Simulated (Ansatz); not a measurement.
A crystal relaxed with r2SCAN in the PAW code Ansatz has space group Fm-3m (No. 225) and a = 4.896 Å.

| atom | site | x | y | z |
| --- | --- | --- | --- | --- |
| Y | 4a | 0.0000 | 0.0000 | 0.0000 |
| Xx | 4b | 0.5000 | 0.0000 | 0.0000 |

r2SCAN gives an indirect gap of 0.58 eV, from Γ to X; the least direct gap is 0.98 eV at X. HSE06 gives an indirect gap of 1.09 eV, from Γ to X; the least direct gap is 1.56 eV at X. Meshes: r2SCAN 10×10×10, HSE06 6×6×6. r2SCAN's ε∞ is 9.6 in all directions.

Q: Which element is Xx?
A. P
B. As
C. N
D. Bi

A: C. Xx is N: a 2-atom cell of YN started from a crystallographic database. Y has 6 N at 2.45 Å; N has 6 Y at 2.45 Å.

The values are computed, spin-unpolarised, and not measurements.

The meshes of the hybrids are coarse, so their gaps aren't converged to the digits shown.
